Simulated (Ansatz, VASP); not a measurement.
## Y: VASP beside Ansatz

```
Y
1.0
     3.63929    0.00000    0.00000
    -1.81964    3.15171    0.00000
     0.00000    0.00000    5.72818
Y
2
Cartesian
  0.0000 2.1011 1.4320
  1.8196 1.0506 4.2961
```

Change from the starting cell: volume scaled by 0.99.

Alike in both runs: task single point; functional LDA; k mesh 12 × 12 × 7; occupations fermi-dirac, width 0.08 eV; no spin polarisation.

```csv
,VASP,Ansatz
version,VASP 6.6.1,Ansatz 0.2.0
potentials or method,"VASP PAW LDA potentials, release 64 (Y_sv), cutoff 520 eV","all-electron LAPW, scalar-relativistic"
```

|  | VASP | Ansatz | Ansatz less VASP |
| --- | --- | --- | --- |
| pressure (GPa) | -3.7 | -3.6 | +0.09 |
| largest component of the traceless stress (GPa) | 0.38 | 0.39 | +0.009 |

Ansatz ran all-electron here, so the differences hold the error of VASP's frozen core and of both bases.
